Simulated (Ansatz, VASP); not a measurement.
**Tl in VASP and in Ansatz**

INCAR

```
SYSTEM = Tl
PREC     = Accurate       ! precision mode
ENCUT    = 520            ! plane-wave cutoff, eV
EDIFF    = 1E-6           ! SCF threshold, eV
ISMEAR   = -1             ! smearing method
SIGMA    = 0.05           ! smearing width, eV
LREAL    = .FALSE.        ! projectors in reciprocal space
LASPH    = .TRUE.         ! aspherical terms in the spheres
NELM     = 60             ! most SCF steps
ALGO     = Normal         ! electronic algorithm
ISIF     = 2              ! what is computed and relaxed
LWAVE    = .FALSE.        ! write WAVECAR
LCHARG   = .TRUE.         ! write CHGCAR
GGA      = CA             ! functional
LELF     = .TRUE.         ! ELF
LVHAR    = .TRUE.       
NBANDS   = 20             ! bands
```

KPOINTS

```
regular mesh
0
G
  11 11 6
  0 0 0
```

File POSCAR:

```
Tl
1.0
    3.4788864299      0.0000000000      0.0000000000
   -1.7394432150      3.0128040252      0.0000000000
    0.0000000000      0.0000000000      5.5615904703
Tl
2
Direct
    0.3333333333      0.6666666667      0.2500000000
    0.6666666667      0.3333333333      0.7500000000
```

Input for Ansatz:

```yaml
crystal:
  lattice:
    - [3.4788864299, 0.0, 0.0]
    - [-1.739443215, 3.0128040252, 0.0]
    - [0.0, 0.0, 5.5615904703]
  atoms:
    - { symbol: Tl, position: [0.3333333333, 0.6666666667, 0.25] }
    - { symbol: Tl, position: [0.6666666667, 0.3333333333, 0.75] }
kpoints:
  mp_grid: { grid: [11, 11, 6] }
  band_path:
    path:
      - [0.0, 0.0, 0.0]
      - [0.5, 0.0, 0.0]
      - [0.3333333333, 0.3333333333, 0.0]
      - [0.0, 0.0, 0.0]
      - [0.0, 0.0, 0.5]
      - [0.5, 0.0, 0.5]
      - [0.3333333333, 0.3333333333, 0.5]
      - [0.0, 0.0, 0.5]
      - [0.5, 0.0, 0.5]
    npoints: 5
scf:
  occupations: { method: fermi_dirac, width: 0.05 }
hamiltonian:
  xc: lda
  pseudopotentials: { kind: all_electron, lapw: { basis_error: 0.0005 } }
output:
  forces: true
  stress: true
  eigenvalues: true
```

Change from the starting cell: volume scaled by 1.02.

Alike in both runs: task single point; functional LDA; k mesh 11 × 11 × 6; occupations fermi-dirac, width 0.05 eV; no spin polarisation.

```csv
,VASP,Ansatz
version,VASP 6.6.1,Ansatz 0.2.0
potentials or method,"VASP PAW LDA potentials, release 64 (Tl_d)","all-electron LAPW, scalar-relativistic"
plane-wave cutoff (eV),520,see its input
```

|  | VASP | Ansatz | Ansatz less VASP |
| --- | --- | --- | --- |
| pressure (GPa) | -2.3 | -2.4 | -0.04 |
| largest component of the traceless stress (GPa) | 0.10 | 0.15 | +0.043 |

Ansatz ran all-electron here, so the differences hold the error of VASP's frozen core and of both bases.

Spin-orbit coupling is left out, which matters for the levels of Tl.
